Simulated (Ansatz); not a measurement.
# Calculated field gradients at the nuclei for GeS under strain

The cell is a structure deposited in the COD, relaxed with PBE at fixed cell and then changed (z stretched by 3 %, ions relaxed).

```
Ge S
1.0
    10.47000    0.00000    0.00000
     0.00000    3.64100    0.00000
     0.00000    0.00000    4.42591
Ge S
4 4
Direct
  0.62101 0.25000 0.36383
  0.87899 0.75000 0.86383
  0.12101 0.25000 0.13617
  0.37899 0.75000 0.63617
  0.84945 0.25000 0.50021
  0.65055 0.75000 0.00021
  0.34945 0.25000 0.99979
  0.15055 0.75000 0.49979
```

Atoms are numbered from 1 in the order listed; like atoms form one site, named after its first atom.

All values are calculated (Ansatz; DFT, PBE, plane waves and PAW, scalar-relativistic, 420 eV cutoff, Γ-centred 5×12×10 k-points, Fermi–Dirac smearing 0.02 eV), not measured.

Conventions: |V_zz| ≥ |V_yy| ≥ |V_xx|, η = (V_xx − V_yy)/V_zz, C_Q = eQV_zz/h.

⁷³Ge: I = 9/2, Q = -196.0 mb; ³³S: I = 3/2, Q = -69.40 mb. Quadrupole moments are those of Pyykkö's year-2017 table.

```json
{"site": "Ge", "atoms (order as listed)": "1, 2, 3, 4", "first shell": "3 S at 2.45–2.47 Å; also 1 S at 3.27 Å", "V_zz (10²¹ V/m²)": "-7.56", "η": "0.32", "C_Q (MHz)": "35.8"}
{"site": "S", "atoms (order as listed)": "5, 6, 7, 8", "first shell": "3 Ge at 2.45–2.47 Å; also 1 Ge at 3.27 Å", "V_zz (10²¹ V/m²)": "-5.68", "η": "0.06", "C_Q (MHz)": "9.53"}
```

At Ge and S V_zz stands upright on the plane through its three neighbours (within 11°) in each case.

The relaxation (5 steps) took 4.6 min of wall time (4.6 min of CPU time) and 1.1 GiB at its peak, on 1 thread of Intel Xeon Platinum 8259CL CPU @ 2.50GHz (Skylake/Cascade Lake) (x86_64; 16 cores open to the job, memory cap 3.0 GiB, no GPU), a shared host with a load of 0.5 a core.
